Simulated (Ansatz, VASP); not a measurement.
## V: VASP beside Ansatz

```
CELL_PARAMETERS angstrom
-1.46365 1.46365 1.46365
1.46365 -1.46365 1.46365
1.46365 1.46365 -1.46365
ATOMIC_POSITIONS crystal
V 0.00000 0.00000 0.00000
```

Alike in both runs: task single point; functional LDA; k mesh 15 × 15 × 15; occupations fermi-dirac, width 0.01 eV; no spin polarisation.

|  | VASP | Ansatz |
| --- | --- | --- |
| version | VASP 6.6.1 | Ansatz 0.2.0 |
| potentials or method | VASP PAW LDA potentials, release 64 (V_sv) | plane waves (420 eV) with PAW, scalar-relativistic |
| plane-wave cutoff (eV) | 520 | 420 |
| valence electrons in the cell | 13 | 13 |

Ansatz gave:

```
pressure (GPa) : -0.5
```

Which values does VASP return?

Pressure (GPa): 0.1.

Ansatz warned: «pseudo_functional_mismatch».
